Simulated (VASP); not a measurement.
# ZnSe (Stilleite) (F-43m) in VASP: notebook

One crystal, ZnSe (Stilleite), is run at these levels: HSE06; tasks: single point.

Program: VASP 6.6.1. These are calculated values, not measurements. Logs are shortened: lines on timing, memory, paths and dates and some standing lists are left out, and cuts for length are marked.

## 1. The crystal as given

Symmetry: F-43m, No. 216, cubic system. The conventional cell has a = 5.668 Å, b = 5.668 Å, c = 5.668 Å, α = 90.00°, β = 90.00°, γ = 90.00°. Se (site symmetry -43m) is surrounded by 4 Zn at 2.45 Å. Zn (site symmetry -43m) has 4 Se at 2.45 Å as nearest neighbours.

## 2. Single point, HSE06

Contents of POSCAR:

```
ZnSe
1.0
    0.0000000000      2.8338000000      2.8338000000
    2.8338000000      0.0000000000      2.8338000000
    2.8338000000      2.8338000000      0.0000000000
Se Zn
1 1
Direct
    0.7500000000      0.7500000000      0.7500000000
    0.0000000000      0.0000000000      0.0000000000
```

Contents of INCAR.step1:

```
PREC     = Accurate       # precision mode
ENCUT    = 350            # plane-wave cutoff, eV
EDIFF    = 1E-5           # SCF threshold, eV
ISMEAR   = 0              # smearing method
SIGMA    = 0.01           # smearing width, eV
LREAL    = F              # projectors in reciprocal space
LASPH    = T              # aspherical terms in the spheres
NELM     = 100            # most SCF steps
ALGO     = Normal         # electronic algorithm
ISIF     = 2              # what is computed and relaxed
LWAVE    = T              # write WAVECAR
LCHARG   = F              # write CHGCAR
NBANDS   = 17             # bands
NKRED    = 1            
GGA      = PE             # functional
```

Contents of INCAR.step2:

```
PREC     = Accurate       # precision mode
ENCUT    = 350            # plane-wave cutoff, eV
EDIFF    = 1E-6           # SCF threshold, eV
ISMEAR   = 0              # smearing method
SIGMA    = 0.01           # smearing width, eV
LREAL    = F              # projectors in reciprocal space
LASPH    = T              # aspherical terms in the spheres
NELM     = 100            # most SCF steps
ALGO     = Normal         # electronic algorithm
ISIF     = 2              # what is computed and relaxed
LWAVE    = F              # write WAVECAR
LCHARG   = F              # write CHGCAR
GGA      = PE             # functional
LHFCALC  = T              # exact exchange
HFSCREEN = 0.2            # screening, 1/A
PRECFOCK = Normal       
NBANDS   = 17             # bands
NKRED    = 1            
ISTART   = 1
```

Contents of KPOINTS:

```
Automatic mesh
0
Gamma
  6 6 6
```

Potentials or basis: VASP PAW PBE potentials, release 64 (Se, Zn).

On the command line:

```console
> cat potpaw_PBE.64/Se/POTCAR potpaw_PBE.64/Zn/POTCAR > POTCAR
> cp INCAR.step1 INCAR
> mpirun -np 1 vasp_std > vasp.out
> cp INCAR.step2 INCAR
> mpirun -np 1 vasp_std > vasp.out
```

OUTCAR:

```text
PREC = Accurate
   ENCUT = 350
   EDIFF = 1E-6
   ISMEAR = 0
   LREAL = F
   LASPH = T
   NELM = 100
   ISIF = 2
   GGA = PE
   LHFCALC = T
   HFSCREEN = 0.2
   PRECFOCK = Normal
   NKRED = 1
   ISTART = 1

 Found     16 irreducible k-points:

 Following reciprocal coordinates:
            Coordinates               Weight
  0.000000  0.000000  0.000000      1.000000
  0.166667  0.000000  0.000000      8.000000
  0.333333  0.000000  0.000000      8.000000
  0.500000  0.000000  0.000000      4.000000
  0.166667  0.166667  0.000000      6.000000
  0.333333  0.166667  0.000000     24.000000
   k-points           NKPTS =     16   k-points in BZ     NKDIM =    216   number of bands    NBANDS=     17
   number of dos      NEDOS =    301   number of ions     NIONS =      2
   total plane-waves  NPLWV =  13824
   dimension x,y,z NGX =    24 NGY =   24 NGZ =   24
   dimension x,y,z NGXF=    48 NGYF=   48 NGZF=   48
   ions per type =               1   1
   NGX,Y,Z   is equivalent  to a cutoff of   9.96,  9.96,  9.96 a.u.
   NGXF,Y,Z  is equivalent  to a cutoff of  19.91, 19.91, 19.91 a.u.
 SYSTEM =  unknown system
   PREC   = accura    normal or accurate (medium, high low for compatibility)
   ISTART =      1    job   : 0-new  1-cont  2-samecut
   ICHARG =      0    charge: 1-file 2-atom 10-const
   ISPIN  =      1    spin polarized calculation?
   LNONCOLLINEAR =      F non collinear calculations
   LSORBIT =      F    spin-orbit coupling
   LASPH  =      T    aspherical Exc in radial PAW
   ENCUT  =  350.0 eV  25.72 Ry    5.07 a.u.   6.11  6.11  6.11*2*pi/ulx,y,z
   NELM   =    100;   NELMIN=  2; NELMDL=  0     # of ELM steps
   EDIFF  = 0.1E-05   stopping-criterion for ELM
   LREAL  =      F    real-space projection
   EDIFFG = 0.1E-04   stopping-criterion for IOM
   NSW    =      0    number of steps for IOM
   IBRION =     -1    ionic relax: 0-MD 1-quasi-New 2-CG
   NFREE  =      0    steps in history (QN), initial steepest desc. (CG)
   ISIF   =      2    stress and relaxation
   ISYM   =      3    0-nonsym 1-usesym 2-fastsym
   POTIM  = 0.5000    time-step for ionic-motion
   TEBEG  =    0.0;   TEEND  =   0.0 temperature during run
   PSTRESS=    0.0 pullay stress
   NELECT =      18.0000    total number of electrons
   NUPDOWN=      -1.0000    fix difference up-down
   EMIN   =  10.00;   EMAX   =-10.00  energy-range for DOS
   EFERMI =   0.00;   METHOD = LEGACY
   ISMEAR =     0;   SIGMA  =   0.01  broadening in eV -4-tet -1-fermi 0-gaus
   EFERMI_NEDOS =   21; number of points for ismear=-14 and -15
   IALGO  =     38    algorithm
   IMIX   =      1    mixing-type and parameters
     AMIX     =   0.40;   BMIX     =  1.00
     AMIX_MAG =   1.60;   BMIX_MAG =  1.00
  volume/ion in A,a.u.               =      22.76       153.57
  Fermi-wavevector in a.u.,A,eV,Ry     =   1.201673  2.270834 19.647073  1.444019
  Thomas-Fermi vector in A             =   2.337476
   LORBIT       =      0    0 simple, 1 ext, 2 COOP (PROOUT), +10 PAW based schemes
   GGA     = PE    functional components
   LHFCALC =     T    Hartree Fock is set to
   PRECFOCK=normal    Normal, Fast or Accurate (Low or Medium for compatibility)
   ENCUT4O =  -1.0   cutoff for four orbital integrals eV
   NKREDX  =     1    reduce k-point grid by
   NKREDY  =     1    reduce k-point grid by
   NKREDZ  =     1    reduce k-point grid by
   AEXX    =    0.2500 exact exchange contribution
   HFSCREEN=    0.2000 screening length (either q_TF or 0.3 A-1)
   HFSCREENC=   0.2000 screening length for correlation (either q_TF or 0.3 A-1)
   ENCUTFOCK=  -1.0 apply spherical cutoff to Coloumb kernel
   IVDW    =     0    specifies the selected vdW correction
   LEPSILON=     F    determine dielectric tensor
   LRPA    =     F    only Hartree local field effects (RPA)
 non-spin polarized calculation
 Gauss-broadening in eV      SIGMA  =   0.01
  energy-cutoff  :      350.00
  volume of cell :       45.51
 maximum number of plane-waves:       692
  NGX = 20; NGY = 20; NGZ = 20

 number of electron      17.9999993 magnetization

 Free energy of the ion-electron system (eV)
  ---------------------------------------------------
  ext. energy  EPLUGINS =         0.00000000
  ---------------------------------------------------
  free energy    TOTEN  =        -7.43950415 eV

  energy without entropy =       -7.43950415  energy(sigma->0) =       -7.43950415

 E-fermi :   1.0751     XC(G=0):  -7.7242

 val. band max:        0.9527568587   @ k =   0.0000   0.0000   0.0000
 cond. band min:       3.3720548379   @ k =   0.0000   0.0000   0.0000
 fundamental gap:      2.4192979792
 Fermi energy:         1.0750886711

 k-point     1 :       0.0000    0.0000    0.0000
  band No.  band energies     occupation
      1     -13.4322      2.00000
      2      -7.2126      2.00000
      3      -7.2126      2.00000
      4      -7.2126      2.00000
      5      -6.8823      2.00000
      6      -6.8823      2.00000
[... 9 lines left out ...]
     16      13.6746      0.00000
     17      15.2817      0.00000

 k-point     2 :       0.1667    0.0000    0.0000
  band No.  band energies     occupation
      1     -13.2408      2.00000
      2      -7.1885      2.00000
      3      -7.1885      2.00000
      4      -7.1732      2.00000
      5      -6.8839      2.00000
      6      -6.8839      2.00000
[... 9 lines left out ...]
     16      13.2912      0.00000
     17      14.8466      0.00000

 k-point     3 :       0.3333    0.0000    0.0000
  band No.  band energies     occupation
      1     -12.8136      2.00000
      2      -7.1474      2.00000
      3      -7.1474      2.00000
      4      -6.9735      2.00000
      5      -6.8777      2.00000
      6      -6.8777      2.00000
[... 9 lines left out ...]
     16      13.2680      0.00000
     17      18.0158      0.00000

 k-point     4 :       0.5000    0.0000    0.0000
  band No.  band energies     occupation
      1     -12.5718      2.00000
      2      -7.1319      2.00000
      3      -7.1319      2.00000
      4      -6.8682      2.00000
      5      -6.8682      2.00000
      6      -6.6980      2.00000
[... 9 lines left out ...]
     16      15.4857      0.00000
     17      16.7510      0.00000

 k-point     5 :       0.1667    0.1667    0.0000
  band No.  band energies     occupation
      1     -13.1768      2.00000
      2      -7.1924      2.00000
      3      -7.1648      2.00000
      4      -7.1648      2.00000
      5      -6.8979      2.00000
      6      -6.8719      2.00000
[... 9 lines left out ...]
     16      14.4430      0.00000
     17      16.2942      0.00000

 k-point     6 :       0.3333    0.1667    0.0000
  band No.  band energies     occupation
      1     -12.8246      2.00000
      2      -7.1474      2.00000
      3      -7.1170      2.00000
      4      -7.0561      2.00000
      5      -6.8860      2.00000
      6      -6.8634      2.00000
[... 9 lines left out ...]
     16      14.8265      0.00000
     17      17.4381      0.00000

 [... further k-points ...]
[... 5 lines left out ...]
  --------------------------------------------------------------------------------------
  -------------------------------------------------------------------------------------
  Total        0.2451802      0.2451802      0.2451802      0.0000000      0.0000000      0.0000000
  in kB        8.6309443      8.6309443      8.6309443      0.0000000      0.0000000      0.0000000
  external PRESSURE =       8.6309443 kB  Pullay stress =       0.0000000 kB

 VOLUME and BASIS-vectors are now :
 -----------------------------------------------------------------------------
  energy-cutoff  :      350.00
  volume of cell :       45.51
      direct lattice vectors                 reciprocal lattice vectors
     0.000000000  2.833800000  2.833800000    -0.176441527  0.176441527  0.176441527
     2.833800000  0.000000000  2.833800000     0.176441527 -0.176441527  0.176441527
     2.833800000  2.833800000  0.000000000     0.176441527  0.176441527 -0.176441527

 POSITION                                       TOTAL-FORCE (eV/Angst)
 -----------------------------------------------------------------------------------
      4.25070      4.25070      4.25070         0.000000      0.000000      0.000000
      0.00000      0.00000      0.00000        -0.000000     -0.000000     -0.000000
 -----------------------------------------------------------------------------------
    total drift:                               -0.000097     -0.000079     -0.000064

  FREE ENERGIE OF THE ION-ELECTRON SYSTEM (eV)
  ---------------------------------------------------
  free  energy   TOTEN  =        -7.4395041498 eV

  energy  without entropy=       -7.4395041498  energy(sigma->0) =       -7.43950415
```

OSZICAR.step1:

```text
N       E                     dE             d eps       ncg     rms          rms(c)
DAV:   1     0.753505421260E+02    0.75351E+02   -0.67706E+03   544   0.928E+02
DAV:   2    -0.161806110402E+01   -0.76969E+02   -0.71846E+02   601   0.204E+02
DAV:   3    -0.626642543590E+01   -0.46484E+01   -0.46241E+01   683   0.534E+01
DAV:   4    -0.630228591547E+01   -0.35860E-01   -0.35853E-01   599   0.478E+00
DAV:   5    -0.630243930734E+01   -0.15339E-03   -0.15339E-03   662   0.302E-01    0.479E+00
DAV:   6    -0.603382742810E+01    0.26861E+00   -0.48419E-01   766   0.218E+01    0.364E+00
DAV:   7    -0.601351341495E+01    0.20314E-01   -0.14231E-01   606   0.316E+00    0.154E+00
DAV:   8    -0.601326552218E+01    0.24789E-03   -0.44059E-03   694   0.656E-01    0.446E-01
DAV:   9    -0.601347972883E+01   -0.21421E-03   -0.11182E-03   577   0.235E-01    0.666E-02
DAV:  10    -0.601358807283E+01   -0.10834E-03   -0.19111E-04   638   0.922E-02    0.235E-02
DAV:  11    -0.601357985265E+01    0.82202E-05   -0.35488E-05   594   0.425E-02
   1 F= -.60135799E+01 E0= -.60135799E+01  d E =-.374944E-56
```

It took 16 min on 1 thread of Intel Xeon 6975P-C (Granite Rapids), shared host; peak memory 0.25 GiB.

The run converged, but some of its settings lie outside the range that counts as converged, so its numbers aren't taken as properties of the crystal.

Results:

```yaml
Free_energy: -7.4395 eV
Pressure: 0.9 GPa
Band_gap_on_the_k_mesh: 2.42 eV, direct
```

Caveat: the PAW data sets were made with another functional, which shifts forces and pressure a little.

## 3. Single point, HSE06

POSCAR is that of step 2.

INCAR.step1, as its differences from that of step 2:

```diff
@@ -1,3 +1,3 @@
 PREC     = Accurate       # precision mode
-ENCUT    = 350            # plane-wave cutoff, eV
+ENCUT    = 250            # plane-wave cutoff, eV
 EDIFF    = 1E-5           # SCF threshold, eV
```

INCAR.step2, as its differences from that of step 2:

```diff
@@ -1,3 +1,3 @@
 PREC     = Accurate       # precision mode
-ENCUT    = 350            # plane-wave cutoff, eV
+ENCUT    = 250            # plane-wave cutoff, eV
 EDIFF    = 1E-6           # SCF threshold, eV
@@ -15,3 +15,3 @@
 HFSCREEN = 0.2            # screening, 1/A
-PRECFOCK = Normal       
+PRECFOCK = Fast         
 NBANDS   = 17             # bands
```

Contents of KPOINTS:

```
Automatic mesh
0
Gamma
  5 5 5
```

Potentials or basis: VASP PAW PBE potentials, release 64 (Se, Zn).

On the command line:

```console
> cat potpaw_PBE.64/Se/POTCAR potpaw_PBE.64/Zn/POTCAR > POTCAR
> cp INCAR.step1 INCAR
> mpirun -np 1 vasp_std > vasp.out
> cp INCAR.step2 INCAR
> mpirun -np 1 vasp_std > vasp.out
```

Wall time 78 s (1 thread of Intel Xeon 6975P-C (Granite Rapids), shared host); peak memory 0.24 GiB.

The run converged, but a check on its numbers failed (symmetry, net force, bounds or a known fault of this set-up), so they aren't taken as properties of the crystal.

Caveat: the cutoff lies under the usual one of these potentials, so the numbers hold a large basis-set error; the PAW data sets were made with another functional, which shifts forces and pressure a little.

## 4. Single point, HSE06

POSCAR is that of step 3.

INCAR.step1, as its differences from that of step 3:

```diff
@@ -1,3 +1,3 @@
 PREC     = Accurate       # precision mode
-ENCUT    = 250            # plane-wave cutoff, eV
+ENCUT    = 350            # plane-wave cutoff, eV
 EDIFF    = 1E-5           # SCF threshold, eV
@@ -13,3 +13,3 @@
 NBANDS   = 17             # bands
-NKRED    = 1            
+NKRED    = 3            
 GGA      = PE             # functional
```

INCAR.step2, as its differences from that of step 3:

```diff
@@ -1,3 +1,3 @@
 PREC     = Accurate       # precision mode
-ENCUT    = 250            # plane-wave cutoff, eV
+ENCUT    = 350            # plane-wave cutoff, eV
 EDIFF    = 1E-6           # SCF threshold, eV
@@ -17,3 +17,3 @@
 NBANDS   = 17             # bands
-NKRED    = 1            
+NKRED    = 3            
 ISTART   = 1
```

Contents of KPOINTS:

```
Automatic mesh
0
Gamma
  3 3 3
```

Potentials or basis: VASP PAW PBE potentials, release 64 (Se, Zn).

On the command line:

```console
> cat potpaw_PBE.64/Se/POTCAR potpaw_PBE.64/Zn/POTCAR > POTCAR
> cp INCAR.step1 INCAR
> mpirun -np 1 vasp_std > vasp.out
> cp INCAR.step2 INCAR
> mpirun -np 1 vasp_std > vasp.out
```

OUTCAR:

```text
PREC = Accurate
   ENCUT = 350
   EDIFF = 1E-6
   ISMEAR = 0
   LREAL = F
   LASPH = T
   NELM = 100
   ISIF = 2
   GGA = PE
   LHFCALC = T
   HFSCREEN = 0.2
   PRECFOCK = Fast
   NKRED = 3
   ISTART = 1

 Found      4 irreducible k-points:

 Following reciprocal coordinates:
            Coordinates               Weight
  0.000000  0.000000  0.000000      1.000000
  0.333333  0.000000  0.000000      8.000000
  0.333333  0.333333  0.000000      6.000000
 -0.333333  0.333333  0.000000     12.000000
   k-points           NKPTS =      4   k-points in BZ     NKDIM =     27   number of bands    NBANDS=     17
   number of dos      NEDOS =    301   number of ions     NIONS =      2
   total plane-waves  NPLWV =  13824
   dimension x,y,z NGX =    24 NGY =   24 NGZ =   24
   dimension x,y,z NGXF=    48 NGYF=   48 NGZF=   48
   ions per type =               1   1
   NGX,Y,Z   is equivalent  to a cutoff of   9.96,  9.96,  9.96 a.u.
   NGXF,Y,Z  is equivalent  to a cutoff of  19.91, 19.91, 19.91 a.u.
 SYSTEM =  unknown system
   PREC   = accura    normal or accurate (medium, high low for compatibility)
   ISTART =      1    job   : 0-new  1-cont  2-samecut
[... 60 lines left out ...]
  free energy    TOTEN  =        -9.14380255 eV

  energy without entropy =       -9.14380255  energy(sigma->0) =       -9.14380255

 E-fermi :   0.1668     XC(G=0):  -7.7212

 val. band max:        0.0976636535   @ k =   0.0000   0.0000   0.0000
 cond. band min:       3.8765635920   @ k =   0.0000   0.0000   0.0000
 fundamental gap:      3.7788999384
 Fermi energy:         0.1668496969

 k-point     1 :       0.0000    0.0000    0.0000
  band No.  band energies     occupation
      1     -13.5920      2.00000
      2      -7.4069      2.00000
      3      -7.4069      2.00000
      4      -7.4069      2.00000
      5      -6.9879      2.00000
      6      -6.9879      2.00000
[... 57 lines left out ...]
      4      -7.0480      2.00000
      5      -7.0242      2.00000
      6      -6.7765      2.00000
[... 9 lines left out ...]
     16      18.0656      0.00000
     17      18.7007      0.00000

------------------------ aborting loop because EDIFF is reached ----------------------------------------

  FORCE on cell =-STRESS in cart. coord.  units (eV):
  Direction    XX          YY          ZZ          XY          YZ          ZX
  --------------------------------------------------------------------------------------
  -------------------------------------------------------------------------------------
  Total       -0.6184322     -0.6184322     -0.6184322      0.0000000      0.0000000     -0.0000000
  in kB      -21.7703347    -21.7703347    -21.7703347      0.0000000      0.0000000     -0.0000000
  external PRESSURE =     -21.7703347 kB  Pullay stress =       0.0000000 kB

 VOLUME and BASIS-vectors are now :
 -----------------------------------------------------------------------------
  energy-cutoff  :      350.00
  volume of cell :       45.51
      direct lattice vectors                 reciprocal lattice vectors
     0.000000000  2.833800000  2.833800000    -0.176441527  0.176441527  0.176441527
     2.833800000  0.000000000  2.833800000     0.176441527 -0.176441527  0.176441527
     2.833800000  2.833800000  0.000000000     0.176441527  0.176441527 -0.176441527

 POSITION                                       TOTAL-FORCE (eV/Angst)
 -----------------------------------------------------------------------------------
      4.25070      4.25070      4.25070         0.000000      0.000000      0.000000
      0.00000      0.00000      0.00000        -0.000000     -0.000000     -0.000000
 -----------------------------------------------------------------------------------
    total drift:                               -0.000688     -0.000549     -0.000403

  FREE ENERGIE OF THE ION-ELECTRON SYSTEM (eV)
  ---------------------------------------------------
  free  energy   TOTEN  =        -9.1438025452 eV

  energy  without entropy=       -9.1438025452  energy(sigma->0) =       -9.14380255
```

OSZICAR.step1:

```text
N       E                     dE             d eps       ncg     rms          rms(c)
DAV:   1     0.784276825052E+02    0.78428E+02   -0.69412E+03   136   0.925E+02
DAV:   2    -0.168972892784E+01   -0.80117E+02   -0.75708E+02   153   0.205E+02
DAV:   3    -0.605092052297E+01   -0.43612E+01   -0.43479E+01   174   0.517E+01
DAV:   4    -0.608113133653E+01   -0.30211E-01   -0.30207E-01   174   0.459E+00
DAV:   5    -0.608125000481E+01   -0.11867E-03   -0.11867E-03   150   0.254E-01    0.488E+00
DAV:   6    -0.576119987524E+01    0.32005E+00   -0.52587E-01   190   0.228E+01    0.373E+00
DAV:   7    -0.573594071726E+01    0.25259E-01   -0.20153E-01   158   0.331E+00    0.157E+00
DAV:   8    -0.573689459570E+01   -0.95388E-03   -0.55369E-03   156   0.580E-01    0.522E-01
DAV:   9    -0.573752679214E+01   -0.63220E-03   -0.12914E-03   148   0.242E-01    0.794E-02
DAV:  10    -0.573765718470E+01   -0.13039E-03   -0.16678E-04   173   0.927E-02    0.216E-02
DAV:  11    -0.573768022730E+01   -0.23043E-04   -0.43389E-05   148   0.424E-02    0.606E-03
DAV:  12    -0.573768183860E+01   -0.16113E-05   -0.31971E-06   132   0.145E-02
   1 F= -.57376818E+01 E0= -.57376818E+01  d E =-.522131E-43
```

It took 8.2 s on 1 thread of Intel Xeon 6975P-C (Granite Rapids), shared host; peak memory 0.23 GiB.

These settings aren't checked as converged: the numbers below hold their error.

What came out:

```yaml
Free_energy: -9.1438 eV
Pressure: -2.2 GPa
Band_gap_on_the_k_mesh: 3.78 eV, direct
```

Caveat: the k mesh is coarse (spacing up to 0.64 Å⁻¹), so the values aren't converged, least of all with exact exchange; the PAW data sets were made with another functional, which shifts forces and pressure a little.
